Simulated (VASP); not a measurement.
KBr:

```
CELL_PARAMETERS angstrom
0.00000 3.30000 3.30000
3.30000 0.00000 3.30000
3.30000 3.30000 0.00000
ATOMIC_POSITIONS crystal
Br 0.50000 0.50000 0.50000
K 0.00000 0.00000 0.00000
```

* Program: VASP 6.6.1
* Task: relaxation of cell and atoms
* Functional: revPBE
* Potentials or basis: VASP PAW PBE potentials, release 64 (Br, K_sv)
* Cutoff: 600 eV
* k mesh: 7 × 7 × 7
* Occupations: fermi-dirac, width 0.05 eV
* Spin: no spin polarisation

At the start: pressure 1.9 GPa; volume 35.94 Å³/atom.

How do energy, volume and symmetry change on relaxing?

Over 4 steps the energy falls by 26.6 meV/atom and the volume is 40.97 Å³/atom (+14.0 %); space group Fm-3m (No. 225, to 0.05 Å).

The path:
| step | energy change (eV) | largest force (eV/Å) | pressure (GPa) | volume (Å³) |
| --- | --- | --- | --- | --- |
| 1 | 0.0000 | 0.0000 | 1.91 | 71.87 |
| 2 | -0.0389 | 0.0000 | 0.89 | 76.43 |
| 3 | -0.0529 | 0.0000 | 0.13 | 81.06 |
| 4 | -0.0533 | 0.0000 | 0.00 | 81.94 |

Final structure:
```
Br K
1.0
     0.00000    3.44742    3.44742
     3.44742    0.00000    3.44742
     3.44742    3.44742    0.00000
Br K
1 1
Direct
  0.50000 0.50000 0.50000
  0.00000 0.00000 0.00000
```

Caveat: the PAW data sets were made with another functional, which shifts forces and pressure a little.
